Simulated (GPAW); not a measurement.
# Ge (Fd-3m) in GPAW: further runs, part 3 of 4

GPAW 26.7.0. The steps go on from the part before.

### 4 Relaxation of cell and atoms, BLYP

File run.py:

```python
from ase.filters import FrechetCellFilter
from ase.io import read, write
from ase.optimize import LBFGS
from gpaw import GPAW, PW, setup_paths

setup_paths.insert(0, '.')

atoms = read('Ge.xyz')

calc = GPAW(mode=PW(600),
            xc='BLYP',
            kpts={'size': (8, 8, 8), 'gamma': True},
            occupations={'name': 'fermi-dirac', 'width': 0.05},
            nbands=11,
            convergence={'density': 1e-05, 'forces': 0.0001},
            eigensolver='davidson',
            maxiter=150,
            txt='gpaw.txt')
atoms.calc = calc
opt = LBFGS(FrechetCellFilter(atoms), trajectory='relax.traj', logfile='-')
done = opt.run(fmax=0.02, steps=100)
calc.write('gs.gpw')
write('result.traj', atoms)
print('Converged:', done)
print('Cell:', atoms.cell.cellpar().round(4))
print('Volume:', round(atoms.get_volume(), 4))
print(atoms.get_scaled_positions().round(5))
```

File Ge.xyz:

```xyz
2
Lattice="0.0000000000 2.8289100000 2.8289100000 2.8289100000 0.0000000000 2.8289100000 2.8289100000 2.8289100000 0.0000000000" Properties=species:S:1:pos:R:3 pbc="T T T"
Ge     4.2433650000      4.2433650000      4.2433650000
Ge     2.8289100000      2.8289100000      2.8289100000
```

Potentials or basis: PAW data sets generated in the run's folder for this functional, pw.

Launch:

```console
gpaw-setup -f BLYP Ge
OMP_NUM_THREADS=1 python run.py
```

gpaw.txt:

```text
__  _  _
 | _ |_)|_||  |
 |__||  | ||/\| - 26.7.0

Input parameters:
  mode=PW(ecut=600.0),
  convergence={'density': 1e-05, 'forces': 0.0001},
  eigensolver=Davidson(niter=2),
  kpts=MonkhorstPack(size=(8, 8, 8), gamma=True),
  maxiter=150,
  nbands=11,
  occupations=Occupations(name='fermi-dirac', width=0.05),
  xc=XC(name='BLYP')

Diagonalizing LCAO Hamiltonian
Converting LCAO to pw mode

           Ge

       Ge

Atoms  # Å, Bohr magnetons
|   | symbol |        x |        y |        z |    initial magnetic moments |
|---|--------|----------|----------|----------|-----------------------------|
| 0 |     Ge | 4.243365 | 4.243365 | 4.243365 | ( 0.0000,  0.0000,  0.0000) |
| 1 |     Ge | 2.828910 | 2.828910 | 2.828910 | ( 0.0000,  0.0000,  0.0000) |

Unit cell  # Å
| periodic |        x |        y |        z |  lengths |    angles |
|----------|----------|----------|----------|----------|-----------|
|      yes | 0.000000 | 2.828910 | 2.828910 | 4.000683 | 60.000000 |
|      yes | 2.828910 | 0.000000 | 2.828910 | 4.000683 | 60.000000 |
|      yes | 2.828910 | 2.828910 | 0.000000 | 4.000683 | 60.000000 |

Number of symmetries: 24
Symmetry operations  # r_c * U_cc + t_c -> r_c
|    | kind |            matrix            |
|----|------|------------------------------|
|  0 |  E   |  1, 0, 0,  0, 1, 0,  0, 0, 1 |
|  1 |  σ   |  1, 0, 0,  0, 0, 1,  0, 1, 0 |
|  2 |  σ   |  1, 0,-1,  0, 1,-1,  0, 0,-1 |
|  3 |  C3  |  1, 0,-1,  0, 0,-1,  0, 1,-1 |
|  4 |  C3  |  1,-1, 0,  0,-1, 1,  0,-1, 0 |
|  5 |  σ   |  1,-1, 0,  0,-1, 0,  0,-1, 1 |
|  6 |  σ   |  0, 1, 0,  1, 0, 0,  0, 0, 1 |
|  7 |  C3  |  0, 1, 0,  0, 0, 1,  1, 0, 0 |
|  8 |  C2  |  0, 1,-1,  1, 0,-1,  0, 0,-1 |
[... 124 lines left out ...]
SCF iterations
|iter     | |      energy | eigst |  dens |force |
|---------|-|-------------|-------|-------|------|
|iter:   1| |   -7.574216 | -0.35 |       |      |
|iter:   2| |   -7.569015 | -2.51 | -0.89 |      |
|iter:   3| |   -7.513867 | -2.45 | -0.91 |      |
|iter:   4| |   -7.515012 | -3.56 | -1.55 |      |
|iter:   5| |   -7.515070c| -4.71 | -2.17 |      |
|iter:   6| |   -7.515073c| -5.94 | -3.31 |      |
|iter:   7| |   -7.515073c| -6.80 | -3.72 |      |
|iter:   8| |   -7.515073c| -7.72c| -5.02c|      |
|iter:   9| |   -7.515073c| -8.57c| -5.52c|-16.27c|
[... 37 lines left out ...]
Stress tensor  # eV/Ang^3
|         x |         y |         z |
|-----------|-----------|-----------|
| -0.047523 |  0.000000 | -0.000000 |
|  0.000000 | -0.047523 |  0.000000 |
| -0.000000 |  0.000000 | -0.047523 |

Forces  # eV/Ang
|        x |       y |        z |
|----------|---------|----------|
|  0.00000 | 0.00000 |  0.00000 |  # Ge   0
| -0.00000 | 0.00000 | -0.00000 |  # Ge   1

Interpolating wave functions to new cell

           Ge

       Ge

Atoms  # Å, Bohr magnetons
|   | symbol |        x |        y |        z |    initial magnetic moments |
|---|--------|----------|----------|----------|-----------------------------|
| 0 |     Ge | 4.276100 | 4.276100 | 4.276100 | ( 0.0000,  0.0000,  0.0000) |
| 1 |     Ge | 2.850733 | 2.850733 | 2.850733 | ( 0.0000,  0.0000,  0.0000) |

Unit cell  # Å
| periodic |        x |         y |        z |  lengths |    angles |
|----------|----------|-----------|----------|----------|-----------|
|      yes | 0.000000 |  2.850733 | 2.850733 | 4.031546 | 60.000000 |
|      yes | 2.850733 | -0.000000 | 2.850733 | 4.031546 | 60.000000 |
|      yes | 2.850733 |  2.850733 | 0.000000 | 4.031546 | 60.000000 |

Number of symmetries: 24
Symmetry operations  # r_c * U_cc + t_c -> r_c
|    | kind |            matrix            |
|----|------|------------------------------|
|  0 |  E   |  1, 0, 0,  0, 1, 0,  0, 0, 1 |
|  1 |  σ   |  1, 0, 0,  0, 0, 1,  0, 1, 0 |
|  2 |  σ   |  1, 0,-1,  0, 1,-1,  0, 0,-1 |
|  3 |  C3  |  1, 0,-1,  0, 0,-1,  0, 1,-1 |
|  4 |  C3  |  1,-1, 0,  0,-1, 1,  0,-1, 0 |
|  5 |  σ   |  1,-1, 0,  0,-1, 0,  0,-1, 1 |
|  6 |  σ   |  0, 1, 0,  1, 0, 0,  0, 0, 1 |
|  7 |  C3  |  0, 1, 0,  0, 0, 1,  1, 0, 0 |
|  8 |  C2  |  0, 1,-1,  1, 0,-1,  0, 0,-1 |
[... 173 lines left out ...]
Stress tensor  # eV/Ang^3
|         x |         y |         z |
|-----------|-----------|-----------|
| -0.036179 | -0.000000 |  0.000000 |
| -0.000000 | -0.036179 |  0.000000 |
|  0.000000 |  0.000000 | -0.036179 |

Forces  # eV/Ang
|       x |       y |        z |
|---------|---------|----------|
| 0.00000 | 0.00000 | -0.00000 |  # Ge   0
| 0.00000 | 0.00000 | -0.00000 |  # Ge   1

Interpolating wave functions to new cell

           Ge

       Ge

Atoms  # Å, Bohr magnetons
|   | symbol |        x |        y |        z |    initial magnetic moments |
|---|--------|----------|----------|----------|-----------------------------|
| 0 |     Ge | 4.393548 | 4.393548 | 4.393548 | ( 0.0000,  0.0000,  0.0000) |
| 1 |     Ge | 2.929032 | 2.929032 | 2.929032 | ( 0.0000,  0.0000,  0.0000) |

Unit cell  # Å
| periodic |         x |        y |         z |  lengths |    angles |
|----------|-----------|----------|-----------|----------|-----------|
|      yes | -0.000000 | 2.929032 |  2.929032 | 4.142276 | 60.000000 |
|      yes |  2.929032 | 0.000000 |  2.929032 | 4.142276 | 60.000000 |
|      yes |  2.929032 | 2.929032 | -0.000000 | 4.142276 | 60.000000 |

Number of symmetries: 24
Symmetry operations  # r_c * U_cc + t_c -> r_c
|    | kind |            matrix            |
|----|------|------------------------------|
|  0 |  E   |  1, 0, 0,  0, 1, 0,  0, 0, 1 |
|  1 |  σ   |  1, 0, 0,  0, 0, 1,  0, 1, 0 |
|  2 |  σ   |  1, 0,-1,  0, 1,-1,  0, 0,-1 |
|  3 |  C3  |  1, 0,-1,  0, 0,-1,  0, 1,-1 |
|  4 |  C3  |  1,-1, 0,  0,-1, 1,  0,-1, 0 |
|  5 |  σ   |  1,-1, 0,  0,-1, 0,  0,-1, 1 |
|  6 |  σ   |  0, 1, 0,  1, 0, 0,  0, 0, 1 |
|  7 |  C3  |  0, 1, 0,  0, 0, 1,  1, 0, 0 |
|  8 |  C2  |  0, 1,-1,  1, 0,-1,  0, 0,-1 |
[... 174 lines left out ...]
Stress tensor  # eV/Ang^3
|         x |         y |         z |
|-----------|-----------|-----------|
| -0.004586 | -0.000000 | -0.000000 |
| -0.000000 | -0.004586 | -0.000000 |
| -0.000000 | -0.000000 | -0.004586 |

Forces  # eV/Ang
|        x |       y |       z |
|----------|---------|---------|
| -0.00000 | 0.00000 | 0.00000 |  # Ge   0
|  0.00000 | 0.00000 | 0.00000 |  # Ge   1

Interpolating wave functions to new cell

           Ge

       Ge

Atoms  # Å, Bohr magnetons
|   | symbol |        x |        y |        z |    initial magnetic moments |
|---|--------|----------|----------|----------|-----------------------------|
| 0 |     Ge | 4.412568 | 4.412568 | 4.412568 | ( 0.0000,  0.0000,  0.0000) |
| 1 |     Ge | 2.941712 | 2.941712 | 2.941712 | ( 0.0000,  0.0000,  0.0000) |

Unit cell  # Å
| periodic |         x |        y |        z |  lengths |    angles |
|----------|-----------|----------|----------|----------|-----------|
|      yes | -0.000000 | 2.941712 | 2.941712 | 4.160209 | 60.000000 |
|      yes |  2.941712 | 0.000000 | 2.941712 | 4.160209 | 60.000000 |
|      yes |  2.941712 | 2.941712 | 0.000000 | 4.160209 | 60.000000 |

Number of symmetries: 24
Symmetry operations  # r_c * U_cc + t_c -> r_c
|    | kind |            matrix            |
|----|------|------------------------------|
|  0 |  E   |  1, 0, 0,  0, 1, 0,  0, 0, 1 |
|  1 |  σ   |  1, 0, 0,  0, 0, 1,  0, 1, 0 |
|  2 |  σ   |  1, 0,-1,  0, 1,-1,  0, 0,-1 |
|  3 |  C3  |  1, 0,-1,  0, 0,-1,  0, 1,-1 |
|  4 |  C3  |  1,-1, 0,  0,-1, 1,  0,-1, 0 |
|  5 |  σ   |  1,-1, 0,  0,-1, 0,  0,-1, 1 |
|  6 |  σ   |  0, 1, 0,  1, 0, 0,  0, 0, 1 |
|  7 |  C3  |  0, 1, 0,  0, 0, 1,  1, 0, 0 |
|  8 |  C2  |  0, 1,-1,  1, 0,-1,  0, 0,-1 |
[... 124 lines left out ...]
SCF iterations
|iter     | |      energy | eigst |  dens |force |
|---------|-|-------------|-------|-------|------|
|iter:   1| |   -7.641131 |       |       |      |
|iter:   2| |   -7.640593 | -4.76 | -1.96 |      |
|iter:   3| |   -7.636450 | -3.92 | -1.98 |      |
|iter:   4| |   -7.636303 | -4.89 | -2.66 |      |
|iter:   5| |   -7.636292c| -5.40 | -3.02 |      |
|iter:   6| |   -7.636292c| -6.77 | -4.23 |      |
|iter:   7| |   -7.636293c| -7.68c| -4.64 |      |
|iter:   8| |   -7.636293c| -8.61c| -5.74c|      |
|iter:   9| |   -7.636293c| -9.55c| -6.21c|-15.81c|

Converged in 9 steps
Energy contributions relative to reference atoms: (reference = -114217.162707)
[... 34 lines left out ...]
Stress tensor  # eV/Ang^3
|         x |         y |         z |
|-----------|-----------|-----------|
| -0.000623 |  0.000000 | -0.000000 |
|  0.000000 | -0.000623 | -0.000000 |
| -0.000000 | -0.000000 | -0.000623 |

Forces  # eV/Ang
|        x |        y |       z |
|----------|----------|---------|
| -0.00000 | -0.00000 | 0.00000 |  # Ge   0
|  0.00000 | -0.00000 | 0.00000 |  # Ge   1

# Writing to gs.gpw (mode='')
```

Wall time 38 s (1 thread of Arm Neoverse V1, shared host); peak memory 0.18 GiB.

What came out:

```yaml
Free_energy: -7.6374 eV
Relaxed_volume: 25.46 Å³/atom
Relaxed_cell: a = 4.160 Å, b = 4.160 Å, c = 4.160 Å, α = 60.00°, β = 60.00°, γ = 60.00°
Space_group_after_relaxing_to_0.05_Å: Fd-3m (No. 227)
Energy_gained_by_relaxing: 60.6 meV/atom
Ionic_steps: 4
Pressure_after_relaxing: 0.1 GPa
Band_gap_on_the_k_mesh: none (metal or under the smearing width)
```

The path:
```csv
step,energy change (eV),largest force (eV/Å),pressure (GPa),volume (Å³)
1,0.0000,0.0000,7.61,45.28
2,-0.0442,0.0000,5.80,46.33
3,-0.1196,0.0000,0.73,50.26
4,-0.1212,0.0000,0.10,50.91
```

Final structure:
```xyz
2
Lattice="0.0000 2.9417 2.9417 2.9417 0.0000 2.9417 2.9417 2.9417 0.0000" Properties=species:S:1:pos:R:3 pbc="T T T"
Ge    4.4126    4.4126    4.4126
Ge    2.9417    2.9417    2.9417
```

Caveat: later steps reuse the first step's grids; the volume moved by +12 % from the deposited cell, more than functionals usually miss; this crystal is a semiconductor, whose small gap the functional closes, so the metal is an error of the method.

(Part 3 of 4 ends here.)
